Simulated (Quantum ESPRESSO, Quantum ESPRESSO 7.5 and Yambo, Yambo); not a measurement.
# CdTe (F-43m): G0W0 on several meshes in Yambo

Wanted: mesh dependence and cost of G0W0 for CdTe (F-43m).

Calculated with Quantum ESPRESSO 7.5 and Yambo 5.3.0; PBE and many-body steps on it, plane waves.

The database entry behind the starting cell differs from later determinations by our own check (an axis about 1.1 % short against later determinations), so it need not match the best structure at ambient conditions.

## 1. Set-up

The structure is cubic, space group F-43m (No. 216). The conventional cell has a = 6.410 Å, b = 6.410 Å, c = 6.410 Å, α = 90.00°, β = 90.00°, γ = 90.00°. Cd has 4 Te at 2.78 Å nearest. Te has 4 Cd at 2.78 Å nearest. Farther neighbours and most contacts between anions are not listed.

Structure file:

```cif
data_structure
_symmetry_space_group_name_H-M 'F-43m'
_symmetry_Int_Tables_number 216
_cell_length_a 6.4100
_cell_length_b 6.4100
_cell_length_c 6.4100
_cell_angle_alpha 90.000
_cell_angle_beta 90.000
_cell_angle_gamma 90.000
_cell_volume 263.37
loop_
_atom_site_label
_atom_site_type_symbol
_atom_site_symmetry_multiplicity
_atom_site_Wyckoff_symbol
_atom_site_fract_x
_atom_site_fract_y
_atom_site_fract_z
_atom_site_occupancy
Cd1 Cd 4 a 0.00000 0.00000 0.00000 1
Te1 Te 4 d 0.25000 0.25000 0.75000 1
```

The cell and positions come from the Crystallography Open Database and are kept as given unless a step says otherwise. Spin-orbit coupling is left out unless a step names it.

## 2. Empty states on the mesh, 4×4×4 mesh, 444 bands

This step: Quantum ESPRESSO 7.5; DFT, PBE, plane waves, norm-conserving pseudopotentials.

The sums over transitions need many empty states on a uniform mesh; this step solves for them.

pw.in

```
&control
  calculation = 'nscf'
  prefix = 'x'
  outdir = 'o'
  pseudo_dir = 'pseudo'
/
&system
  ibrav = 0
  nat = 2
  ntyp = 2
  ecutwfc = 94.0
  nbnd = 444
  force_symmorphic = .true.
/
&electrons
  conv_thr = 1e-9
  electron_maxstep = 80
  diago_full_acc = .true.
  diago_thr_init = 5e-6
/
ATOMIC_SPECIES
  Cd 112.41 Cd.upf
  Te 127.6 Te.upf
CELL_PARAMETERS angstrom
  -0.0000000000 3.2050000000 3.2050000000
  3.2050000000 -0.0000000000 3.2050000000
  3.2050000000 3.2050000000 -0.0000000000
ATOMIC_POSITIONS crystal
  Cd 0.0000000000 0.0000000000 0.0000000000
  Te 0.2500000000 0.2500000000 0.2500000000
K_POINTS automatic
  4 4 4 0 0 0
```

Run with:

```
OMP_NUM_THREADS=1 mpirun -n 8 pw.x -nk 4 -in pw.in > pw.out
```

Log:

```text
Program PWSCF v.7.5 starts

     This program is part of the open-source Quantum ESPRESSO suite
     for quantum simulation of materials; please cite
         "P. Giannozzi et al., J. Phys.:Condens. Matter 21 395502 (2009);
         "P. Giannozzi et al., J. Phys.:Condens. Matter 29 465901 (2017);
         "P. Giannozzi et al., J. Chem. Phys. 152 154105 (2020);
     in publications or presentations arising from this work. More details at

     Atomic positions and unit cell read from directory:
     o/x.save/

     Message from routine setup:
[...]
51.3289  52.1754  52.1754  52.7019  54.1226  54.1226  55.0769  55.3052
     [... 44 further rows ...]
   195.5783 195.5783 196.7237 196.7237 197.4030 197.8168 197.8168 198.3728
   199.0240 199.0240 199.2765 200.2005

          k = 0.3536 0.0000 0.0000 (  6843 PWs)   bands (ev):

     [... further k-points ...]

     highest occupied, lowest unoccupied level (ev):     8.7674    9.6374

     XML data file, pseudopotentials, collected wavefunctions

=------------------------------------------------------------------------------=
   JOB DONE.
=------------------------------------------------------------------------------=
```

It took 73 s on 8 MPI ranks of Arm Neoverse V1, shared host; peak memory 1.6 GiB.

Numbers from this step:

| Property | Result |
| --- | --- |
| gap | 0.8701 eV |
| k of the valence top | 0, 0, 0 |
| k of the conduction bottom | 0, 0, 0 |
| least direct gap | 0.8701 eV |
| k points computed | 8 |
| lowest point of the top converged band, above the valence top | 187.3421 eV |

On this mesh the gap is 0.870 eV.

The density comes from a self-consistent run that is not shown.

## 3. Conversion and set-up

This step: Yambo 5.3.0; conversion and set-up on PBE, plane waves, norm-conserving pseudopotentials.

The states are converted to the many-body program's format and the q mesh is built.

Run with:

```
(cd o/x.save; p2y > p2y.log; mv SAVE ../..); yambo > setup.log
```

Log:

```text
 Yambo, version 5.3.0

 [02] CORE Variables Setup
 =========================

  [02.01] Unit cells
  ==================

  Cell kind             :  FCC
  Atoms in the cell     :  Cd  Te
  number of Cd atoms    :  1
  number of Te atoms    :  1

  List of atomic masses
  Mass of Cd    :  112.4100
  Mass of Te    :  127.6000

  List of atomic coordinates    : [cc]
  Cd1       :  0.000000  0.000000  0.000000  order 1
  Te1       :  3.028286  3.028286  3.028286  order 2

  Alat factors          :  6.056572  6.056572  6.056572 [a.u.]
  Direct lattice volume :  444.3352 [a.u.]
[...]
==========================================

 IBZ Q-points                                      :   8
 BZ  Q-points                                      :   64

 K/Q-points units:
 rlu = crystal or reduced units; cc = cartesian coordinates; iku = interal k-units

 Q [1]          [rlu]:  0.000000  0.000000  0.000000
 Q [2]          [rlu]: -0.91950E-18 -0.91950E-18  0.25000
 Q [3]          [rlu]:  0.18390E-17  0.18390E-17 -0.50000
[...]
Q [7]          [rlu]: -0.18782E-16 -0.50000     -0.50000
 Q [8]          [rlu]:  0.250000 -0.500000 -0.250000

  [03.01] X indexes
  =================

   [03.01.01] Sigma indexes
   ========================

 [06] Game Over & Game summary
```

It took 3.8 s on 1 MPI rank; peak memory 0.26 GiB.

## 4. 4×4×4

Now the one-shot GW correction: screening in the RPA, then the self-energy of the levels asked for.

This step: G0W0 on PBE, plane waves, norm-conserving pseudopotentials.

gw2.in

```
HF_and_locXC
gw0
dyson
ppa
em1d
rim_cut
RandQpts= 1000000
RandGvec= 1 RL
EXXRLvcs= 94 Ry
VXCRLvcs= 376 Ry
Chimod= "HARTREE"
% BndsRnXp
 1 | 194 |
%
NGsBlkXp= 15.5 Ry
% LongDrXp
 1 | 1 | 1 |
%
% GbndRnge
 1 | 194 |
%
DysSolver= "n"
ExtendOut
PPAPntXp= 27.21138 eV
% QPkrange
 1 | 1 | 21 | 24 |
%
```

Run with:

```
OMP_NUM_THREADS=1 mpirun -n 8 yambo -F gw2.in -J gw2 -C gw2 > gw2.log
```

Log:

```text
 Yambo, version 5.3.0

 [02] CORE Variables Setup
 =========================

  [... cell, symmetries and grids as in the set-up ...]

  [02.05] Energies & Occupations
  ==============================

  [X] === General ===
  [X] Electronic Temperature                        :  0.000000  0.000000 [eV K]
  [X] Bosonic    Temperature                        :  0.000000  0.000000 [eV K]
  [X] Finite Temperature mode                       : no
  [X] El. density                                   :  0.66825E+24 [cm-3]
  [X] Fermi Level                                   :  8.767355 [eV]

  [X] === Gaps and Widths ===
  [X] Conduction Band Min                           :  0.870059 [eV]
  [X] Valence Band Max                              :  0.000000 [eV]
  [X] Filled Bands                                  :  22
  [X] Empty Bands                                   :    23   444
  [X] Direct Gap                                    :  0.870059 [eV]
  [X] Direct Gap localized at k                     :  1
  [X] Indirect Gap                                  :  0.870059 [eV]
  [X] Indirect Gap between kpts                     :  1  1
  [X] Last valence band width                       :  2.333764 [eV]
  [X] 1st conduction band width                     :  3.502416 [eV]

 [03] Transferred momenta grid and indexing
 ==========================================

 IBZ Q-points                                      :   8
 BZ  Q-points                                      :   64

 K/Q-points units:
 rlu = crystal or reduced units; cc = cartesian coordinates; iku = interal k-units

 Q [1]          [rlu]:  0.000000  0.000000  0.000000
 Q [2]          [rlu]: -0.91950E-18 -0.91950E-18  0.25000
 Q [3]          [rlu]:  0.18390E-17  0.18390E-17 -0.50000
 Q [4]          [rlu]:  0.93911E-17  0.25000      0.25000
 Q [5]          [rlu]:  0.54592E-16  0.25000      0.50000
 Q [6]          [rlu]:  0.18390E-17  0.25000     -0.25000
 Q [7]          [rlu]: -0.18782E-16 -0.50000     -0.50000
 Q [8]          [rlu]:  0.250000 -0.500000 -0.250000

 [04] Coloumb potential Random Integration (RIM)
 ===============================================

  [04.01] RIM initialization
  ==========================

  * Diagonal components only detected *

  8 x (sBL volume)        :  0.069781 [a.u.]
  sBZ random points       :  1000000
  Points outside the sBZ  :   7999624
  RL volume               :  0.558250 [a.u.]
  Integrated volume       :  0.558276 [a.u.]

  [04.02] RIM integrals
  =====================

  Gamma point sphere radius             :  0.074679 [a.u.]
  Points outside the sphere             :   799635
  [Int_sBZ(q=0) 1/q^2]*(Vol_sBZ)^(-1/3) =:  7.763403
                                 should be <:  7.795600

  Summary of Coulomb integrals for non-metallic bands |Q|[au] RIM/Bare

  Q [1] 0.100000E-4 0.995870 * Q [2] 0.224607 1.063761
  Q [4] 0.259354 1.062979 * Q [6] 0.366782 1.026387
  Q [5] 0.430090 1.018651 * Q [3] 0.449214 1.016906
  Q [7] 0.518708 1.013309 * Q [8] 0.579933 1.010246

 [WARNING] [Xp] User bands 1-194 break level degeneracy

 [05] Dipoles
 ============

  [05.01] Setup: observables and procedures
  =========================================

 [06] Dynamic Dielectric Matrix (PPA)
 ====================================

 [SLK-Inversion]  Pools        :  2
 [SLK-Inversion]  BLACS grid   :  2  2

 [WR./gw2//ndb.pp]---------------------------------------------------------------
  Brillouin Zone Q/K grids (IBZ/BZ)                :    8   64    8   64
  RL vectors                                       :   8099 [WF]
  Coulomb cutoff potential                         : none
  Electronic Temperature                           :  0.000000 [K]
  Bosonic    Temperature                           :  0.000000 [K]
  PPA    diel. fun.  energies                      : Perdew, Burke & Ernzerhof(X)+Perdew, Burke & Ernzerhof(C)
  wavefunctions                                    : Perdew, Burke & Ernzerhof(X)+Perdew, Burke & Ernzerhof(C)
  Global Gauge                                     : length
  X matrix size                                    :   537
  X band range                                     :    1  194
  X e/h energy range                               : -1.000000 -1.000000 [eV]
  X Time ordering                                  : R
  X Hxc Kernel                                     : HARTREE
  X Drude frequency                                :  0.000000  0.000000
  X poles                                          :  100.0000 [o/o]
  RL vectors in the sum                            :   8099
  [r,Vnl] included                                 : yes
  Field direction                                  :  0.577350E-5  0.577350E-5  0.577350E-5
  BZ energy Double Grid                            : no
  BZ energy DbGd points                            : 0
  BZ Q point size factor                           : -1.000000
  X Optical Averaged directions                    : none

 [07] Local Exchange-Correlation + Non-Local Fock
 ================================================

 [VXC] Plane waves :   54769
 [EXS] Plane waves :   6879

 QP @ state[ 1 ] K range:  1  1
 QP @ state[ 1 ] b range:  21  24

 [xc] Functional : Perdew, Burke & Ernzerhof(X)+Perdew, Burke & Ernzerhof(C)
 [xc] LIBXC used to calculate xc functional
  PP Number of Atomic Species                      :  2
  NLCC RL compoments                               :   54769
  PP Number of Atomic Species                      :  2
  NLCC RL compoments                               :   54769

 [xc] E_xc :  -35.76984 [Ha]
      E_xc :  -71.53968 [Ry]

  Local XC kind (lXC) : Perdew, Burke & Ernzerhof(X)+Perdew, Burke & Ernzerhof(C)
  Non-Local XC kind (nlXC) : Hartree-Fock

  Corrections @ K [1] :  [eV]
 <21|nlXC|21> = -16.53376 -0.10153E-16 <21|lXC|21> = -14.60577  0.37763E-15
 <22|nlXC|22> = -16.53367  0.76431E-17 <22|lXC|22> = -14.60577  0.18879E-15
 <23|nlXC|23> = -8.184635 -0.17450E-17 <23|lXC|23> = -12.06425  0.18881E-15
 <24|nlXC|24> = -6.083525  0.31149E-17 <24|lXC|24> = -10.27494 -0.18877E-15

 [08] Dyson equation: Newton solver
 ==================================

  [08.01] G0W0 (W PPA)
  ====================

  [  GW  ] Bands range     :    1  194
  [GW/PPA] G damping       :  0.100000 [eV]

  QP @ state[ 1 ] K range:  1  1
  QP @ state[ 1 ] b range:  21  24

   Sc/G bands                                       :    1  194
   Sc/G damping                                     :  0.100000 ev
   Sc bands terminator                              : no
   Sx RL components                                 :   6879

   QP @ state[ 1 ] K range                          :  1  1
   QP @ state[ 1 ] b range                          :  21  24
   GF energies kind                                 : Perdew, Burke & Ernzerhof(X)+Perdew, Burke & Ernzerhof(C)
   GF WF`s kind                                     : Perdew, Burke & Ernzerhof(X)+Perdew, Burke & Ernzerhof(C)
   Xs energies kind                                 : Perdew, Burke & Ernzerhof(X)+Perdew, Burke & Ernzerhof(C)
   Xs WF`s kind                                     : Perdew, Burke & Ernzerhof(X)+Perdew, Burke & Ernzerhof(C)

 [11] Game Over & Game summary
```

Wall time 6.7 min (8 MPI ranks); peak memory 4.9 GiB.

Numbers from this step:

* G0W0 gap on the points computed: 1.676 eV
* starting gap on the mesh: 0.8701 eV
* k of the valence top: 0, 0, 0
* k of the conduction bottom: 0, 0, 0
* least direct G0W0 gap on the computed points: 1.676 eV
* Z at the valence top: 0.8013
* Z at the conduction bottom: 0.8127

The gap on the mesh goes from 0.87 eV to 1.68 eV, a correction of +0.81 eV.

## 5. Empty states on the mesh, 2×2×2 mesh, 194 bands

This step: Quantum ESPRESSO 7.5; DFT, PBE, plane waves, norm-conserving pseudopotentials.

Changes to pw.in since step 2:

```diff
@@ -11,3 +11,3 @@
   ecutwfc = 94.0
-  nbnd = 444
+  nbnd = 194
   force_symmorphic = .true.
@@ -31,2 +31,2 @@
 K_POINTS automatic
-  4 4 4 0 0 0
+  2 2 2 0 0 0
```

Run with:

```
OMP_NUM_THREADS=1 mpirun -n 8 pw.x -nk 4 -in pw.in > pw.out
```

Log:

```text
[banner, memory and clock lines left out]
Program PWSCF v.7.5 starts

     Atomic positions and unit cell read from directory:
     o/x.save/

     Message from routine setup:
     using ibrav=0 with symmetry is DISCOURAGED, use correct ibrav instead

     Message from routine divide_et_impera:
     suboptimal parallelization: some nodes have no k-points

     bravais-lattice index     =            0
     lattice parameter (alat)  =       8.5653  a.u.
     unit-cell volume          =     444.3352 (a.u.)^3
     number of atoms/cell      =            2
[...]
-150.0291-100.0567-100.0567-100.0567 -93.4913 -54.5467 -54.5465 -54.5465
[...]
[... 13 further rows ...]
[...]
108.9961 110.4614

          k =-0.7071 0.0000 0.0000 (  6838 PWs)   bands (ev):

  -150.0291-100.0567-100.0567-100.0567 -93.4913 -54.5466 -54.5466 -54.5466
[...]
52.1692  52.2928  54.0169  54.3567  54.3567  54.4013  55.0637  55.0637
     [... 13 further rows ...]
   106.6597 106.6597 107.4100 107.4100 108.9638 109.1898 109.2165 109.2348
   109.2348 109.8021

     highest occupied, lowest unoccupied level (ev):     8.7674    9.6374

     XML data file, pseudopotentials, collected wavefunctions
```

Wall time 12 s (8 MPI ranks); peak memory 0.73 GiB.

Numbers from this step:

- gap: 0.8701 eV
- k of the valence top: 0, 0, 0
- k of the conduction bottom: 0, 0, 0
- least direct gap: 0.8701 eV
- k points computed: 3
- lowest point of the top converged band, above the valence top: 96.8509 eV

On this mesh the gap is 0.870 eV.

(Part 1 of 2 ends here.)

[Paths, hosts, dates, memory and timing lines, banners, echoed tables and standing remarks are left out of the program output.]

[Logs are printed without paths, hosts, clocks, repeated set-up lines and the standing remarks that a program may print on its own settings, such as how far it seeks lower states.]

[Runs of the session that timed out or met a known fault of the program may be left out.]

[Hosts, paths, dates, database ids (printed as entryN), source tags and the programs' standing remarks are cut or masked in the printed files.]
